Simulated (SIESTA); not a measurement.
The system is FeO (Wuestite).

```
Fe O
1.0
     0.00000    2.15540    2.15540
     2.15540    0.00000    2.15540
     2.15540    2.15540    0.00000
Fe O
1 1
Cartesian
  0.0000 0.0000 0.0000
  2.1554 2.1554 2.1554
```

Base run:

| Property | Result |
| --- | --- |
| Program | SIESTA 5.4.2 |
| Functional | PBE |
| Potentials or basis | PseudoDojo 0.4 standard (PBE files) |
| Basis | DZP (energy shift 0.003 Ry; two zetas on semicore shells) |
| Grid cutoff | 800 Ry |
| Energy shift | 0.003 Ry |
| k mesh | 8 × 8 × 8 |
| Occupations | fermi-dirac, width 0.05 eV |
| Spin | collinear spin, zero start |
| Starting moments | [0.0, 0.0] μB |

Its results: band gap on the k mesh none (metal or under the smearing width); pressure -25.3 GPa; net moment 0.00 μB per cell.

Question: The run is repeated on the same cell with these changes: spin from collinear spin, zero start to collinear spin, fm_larger start; moments at the start from [0.0, 0.0] to [4.5, 0.0]. What comes out?

Answer: Band gap on the k mesh none (metal or under the smearing width); pressure 0.4 GPa; net moment 4.00 μB per cell; site moments Fe +3.69; O +0.31 μB.

Caveats: short orbitals over semicore shells can move pressures by several GPa; the basis of atomic orbitals isn't converged, which shifts pressures, moduli and gaps; semilocal functionals often make such compounds metallic where correlation or magnetic order opens a gap, which also shifts bond lengths; a cell with one magnetic atom can't hold antiferromagnetic order, which such compounds often take (some runs).
